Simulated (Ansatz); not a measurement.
Si: one input, then a changed one

The structure comes from a relaxation in the same program, started in the diamond type, and has space group Fd-3m. Whether it is a known phase or the ground state wasn't checked.

First run: DFT, PBE, PAW with Ansatz's default frozen-core files, scalar-relativistic (Ansatz 0.2.0).

Command: `ansatz run input.yaml --threads 1 --pin off --max-ram 2048MiB --backend cpu --events-out ev --progress --plain --runs-dir out` The run took 0.95 s on 1 thread of Arm Neoverse V1, with other jobs on the host, peak memory 0.26 GiB.

```yaml
crystal:
  lattice:
    - [0.0, 2.7349159646, 2.7349159646]
    - [2.7349159646, 0.0, 2.7349159646]
    - [2.7349159646, 2.7349159646, 0.0]
  atoms:
    - { symbol: Si, position: [0.0, 0.0, 0.0] }
    - { symbol: Si, position: [0.25, 0.25, 0.25] }
kpoints:
  mp_grid: { grid: [4, 4, 4] }
scf:
  occupations: { method: fermi_dirac, width: 0.05 }
hamiltonian:
  xc: pbe
  pseudopotentials: { kind: paw }
output:
  forces: true
  stress: true
  eigenvalues: true
  efg: { contact_densities: true }
```

Result: converged; pressure 0.59 GPa; gap on the k mesh 0.73 eV; 6 SCF iterations.

The input is then changed:

```diff
@@ -10,8 +10,8 @@
   mp_grid: { grid: [4, 4, 4] }
 scf:
-  occupations: { method: fermi_dirac, width: 0.05 }
+  occupations: { method: cold, width: 0.1 }
 hamiltonian:
   xc: pbe
-  pseudopotentials: { kind: paw }
+  pseudopotentials: { kind: nc }
 output:
   forces: true
```

Question: What does the second run give?

Answer: It was refused before any iteration. The program says:
```
Error: output.efg without hamiltonian.pseudopotentials.kind: paw|paw_fr|all_electron or hamiltonian.pseudopotentials.kind: all_electron — the all-electron EFG reconstruction needs the PAW one-centre densities; drop the efg request, or set kind: paw (paw_fr under spin-orbit coupling) (under a functional that reads the kinetic-energy density, kind: paw is refused in some combinations and carries risks of its own in the rest: see hamiltonian.xc for the refusals and hamiltonian.pseudopotentials.kind for the risks, both in the input reference; kind: paw is refused beside gw.static_remainder)
```
